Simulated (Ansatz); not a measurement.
**Y: response to strain**

Y is deformed so: z strained by -1 % at fixed volume. What stress and forces result, by LAPW, PAW and all-electron datasets made for the crystal?

Method: DFT PBE, scalar-relativistic, in Ansatz 0.2.0.

## Step 1: The starting structure

The structure is cubic, space group Fm-3m (No. 225). The conventional cell has a = 4.970 Å, b = 4.970 Å, c = 4.970 Å, α = 90.00°, β = 90.00°, γ = 90.00°. Y (site symmetry m-3m) is surrounded by 12 Y at 3.51 Å.

Coordinates:

```
Y
1.0
     0.00000    2.48500    2.48500
     2.48500    0.00000    2.48500
     2.48500    2.48500    0.00000
Y
1
Direct
  0.00000 0.00000 0.00000
```

## Step 2: The deformed structure

Space group Fm-3m before, I4/mmm after.

## Step 3: All-electron LAPW

input.yaml reads:

```yaml
crystal:
  lattice:
    - [0.0, 2.497518971, 2.46015]
    - [2.497518971, 0.0, 2.46015]
    - [2.497518971, 2.497518971, 0.0]
  atoms:
    - { symbol: "Y", position: [0.0, 0.0, 0.0] }
kpoints:
  mp_grid: { grid: [13, 13, 13] }
scf:
  occupations: { method: fermi_dirac, width: 0.05 }
hamiltonian:
  xc: pbe
  pseudopotentials: { kind: all_electron, lapw: { basis_error: 0.001 } }
output:
  forces: true
  stress: true
  eigenvalues: true
```

Run with:

```
$ ansatz run input.yaml --threads 1 --pin off --max-ram 2048MiB --backend cpu --events-out ev --progress --plain --runs-dir out
```

## Step 4: Frozen-core PAW

Changes to input.yaml since step 3:

```diff
@@ -13,3 +13,3 @@
   xc: pbe
-  pseudopotentials: { kind: all_electron, lapw: { basis_error: 0.001 } }
+  pseudopotentials: { kind: paw }
 output:
@@ -18 +18,2 @@
   eigenvalues: true
+  efg: { contact_densities: true }
```

## Step 5: All-electron PAW on datasets made for the crystal

Changes to input.yaml since step 4:

```diff
@@ -13,3 +13,3 @@
   xc: pbe
-  pseudopotentials: { kind: paw }
+  pseudopotentials: { kind: all_electron, datasets: crystal }
 output:
```

(Steps that only read results are left out.)

Before running it: what results should come out? Wanted: pressure; largest shear or deviatoric stress.

The runs gave:

```
                                 quantity                                           value
                                 pressure  LAPW 2.40, PAW 2.40, crystal datasets 2.40 GPa
largest shear or deviatoric stress (LAPW)                                        0.30 GPa
```

In words: The largest part of the stress beyond the pressure is 0.30 GPa in size, in the zz component. No run of the undeformed cell stands beside it, so pressure and stress hold what the given cell had before the change, as far as its symmetry allows. PAW: stress within 0.01 GPa of LAPW. Crystal datasets: stress within 0.01 GPa of LAPW.
